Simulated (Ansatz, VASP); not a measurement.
# Rh: VASP beside Ansatz

```xyz
1
Lattice="0.0000 1.9351 1.9351 1.9351 0.0000 1.9351 1.9351 1.9351 0.0000" Properties=species:S:1:pos:R:3 pbc="T T T"
Rh    0.0000    0.0000    0.0000
```

Change from the starting cell: volume scaled by 1.06.

Alike in both runs: task single point; functional PBE; k mesh 12 × 12 × 12; occupations fermi-dirac, width 0.05 eV; no spin polarisation.

|  | VASP | Ansatz |
| --- | --- | --- |
| version | VASP 6.6.1 | Ansatz 0.2.0 |
| potentials or method | VASP PAW PBE potentials, release 64 (Rh_pv) | Ansatz PAW |
| plane-wave cutoff (eV) | 520 | 420 |
| valence electrons in the cell | 15 | 17 |

Ansatz gave:

* gap on the k mesh at the Fermi level (eV): none
* pressure (GPa): -7.6

Task: What did VASP give for the same quantities?

Result: gap on the k mesh at the Fermi level (eV): none; pressure (GPa): -7.5.

A gap of «none» marks a metal or a gap that the smearing closes. With one functional, cell and mesh, what is left measures potentials, basis and numerics. The two sets of potentials don't hold the same shells in valence.
